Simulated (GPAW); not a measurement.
A calculation with GPAW 26.7.0 of MoP (native input, structure from a P1 CIF):

run.py

```python
from ase.io import read
from gpaw import PW
from gpaw.dft import DFT

atoms = read('MoP.cif')

dft = DFT(atoms,
          mode=PW(600),
          xc='PBE',
          kpts={'size': (10, 10, 8), 'gamma': True},
          occupations={'name': 'fermi-dirac', 'width': 0.05},
          nbands=20,
          convergence={'density': 1e-05, 'energy': 1e-05},
          maxiter=150,
          txt='gpaw.txt')
print(f'Energy: {dft.calculate_energy():.6f} eV')
print('Forces (eV/A):')
print(dft.calculate_forces().round(4))
print('Stress (eV/A^3):', dft.calculate_stress().round(6))
dft.write_gpw_file('gs.gpw')
```

MoP.cif

```cif
data_MoP
_cell_length_a 3.22300000
_cell_length_b 3.22300000
_cell_length_c 3.19100000
_cell_angle_alpha 90.00000000
_cell_angle_beta 90.00000000
_cell_angle_gamma 120.00000000
_space_group_name_H-M_alt 'P1'
_space_group_name_Hall 'P 1'
_space_group_IT_number 1
loop_
_space_group_symop_operation_xyz
'x,y,z'
loop_
_atom_site_label
_atom_site_type_symbol
_atom_site_symmetry_multiplicity
_atom_site_Wyckoff_symbol
_atom_site_fract_x
_atom_site_fract_y
_atom_site_fract_z
_atom_site_occupancy
Mo1 Mo 1 a 0.0000000000 0.0000000000 0.0000000000 1
P1 P 1 a 0.3333333333 0.6666666667 0.5000000000 1
```

Potentials or basis: GPAW PAW data sets (gpaw-data 1.2.1), pw.

Launch:

```console
$ OMP_NUM_THREADS=1 python run.py
```

Write the same calculation in another form: ASE script, structure typed inline.

As run:

run.py

```python
from ase import Atoms
from ase.dft.bandgap import bandgap
from ase.io import write
from ase.units import Bohr, GPa
from gpaw import GPAW, PW
from gpaw.elf import elf_from_dft_calculation

atoms = Atoms(['Mo', 'P'],
              cell=[[3.223, 0.0, 0.0],
                    [-1.6115, 2.7911998764, 0.0],
                    [0.0, 0.0, 3.191]],
              scaled_positions=[[0.0, 0.0, 0.0],
                                [0.3333333333, 0.6666666667, 0.5]],
              pbc=True)

calc = GPAW(mode=PW(600),
            xc='PBE',
            kpts={'size': (10, 10, 8), 'gamma': True},
            occupations={'name': 'fermi-dirac', 'width': 0.05},
            nbands=20,
            convergence={'density': 1e-05, 'energy': 1e-05},
            maxiter=150,
            txt='gpaw.txt')
atoms.calc = calc
energy = atoms.get_potential_energy()
forces = atoms.get_forces()
stress = atoms.get_stress()
calc.write('gs.gpw')
write('result.traj', atoms)
print(f'Energy: {energy:.6f} eV')
print('Forces (eV/A):')
print(forces.round(4))
print('Stress (GPa):', (stress / GPa).round(3))
print('Fermi level:', round(calc.get_fermi_level(), 4), 'eV')
print(f'Gap: {bandgap(calc)[0]:.4f} eV, direct: {bandgap(calc, direct=True)[0]:.4f} eV')

# fields on the real-space grid
write('density.cube', atoms, data=calc.get_pseudo_density() * Bohr**3)
write('potential.cube', atoms, data=calc.get_electrostatic_potential())
write('elf.cube', atoms, data=elf_from_dft_calculation(calc).data)
```

Potentials or basis: GPAW PAW data sets (gpaw-data 1.2.1), pw.

Run with:

```sh
$ OMP_NUM_THREADS=1 python run.py
```

Both were run:

|  | native input, structure from a P1 CIF | ASE script, structure typed inline |
| --- | --- | --- |
| Pressure | 3.0 GPa | 3.0 GPa |
| Band gap on the k mesh | none (metal or under the smearing width) | none (metal or under the smearing width) |

Keys that steer only the numerical path or the files written may differ.
